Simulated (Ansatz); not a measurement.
Crystal structures of potassium under PBE

Theory: DFT, PBE, plane waves (420 eV) with PAW, scalar-relativistic (Ansatz 0.2.0).

Each structure is relaxed within its own symmetry, so a high-lying one may be dynamically unstable.

```json
{"structure": "dhcp", "ΔE (meV/atom)": "-1", "V (Å³/atom)": "74.06", "cell": "a = 4.716 Å, c = 15.384 Å (c/a = 3.262)", "magnetic state": "spin not included"}
{"structure": "hcp", "ΔE (meV/atom)": "0", "V (Å³/atom)": "74.09", "cell": "a = 4.717 Å, c = 7.691 Å (c/a = 1.630)", "magnetic state": "spin not included"}
{"structure": "bcc", "ΔE (meV/atom)": "0", "V (Å³/atom)": "73.74", "cell": "a = 5.283 Å", "magnetic state": "spin not included"}
{"structure": "fcc", "ΔE (meV/atom)": "1", "V (Å³/atom)": "74.13", "cell": "a = 6.668 Å", "magnetic state": "spin not included"}
{"structure": "omega (AlB2-type)", "ΔE (meV/atom)": "8", "V (Å³/atom)": "74.21", "cell": "a = 7.554 Å, c = 4.505 Å (c/a = 0.596)", "magnetic state": "spin not included"}
{"structure": "A15", "ΔE (meV/atom)": "9", "V (Å³/atom)": "74.75", "cell": "a = 8.425 Å", "magnetic state": "spin not included"}
{"structure": "simple cubic", "ΔE (meV/atom)": "105", "V (Å³/atom)": "79.28", "cell": "a = 4.296 Å", "magnetic state": "spin not included"}
{"structure": "diamond", "ΔE (meV/atom)": "298", "V (Å³/atom)": "111.83", "cell": "a = 9.636 Å", "magnetic state": "spin not included"}
```

ΔE counts from bcc.

Differences under about 8 meV lie within the error of the k-point mesh.
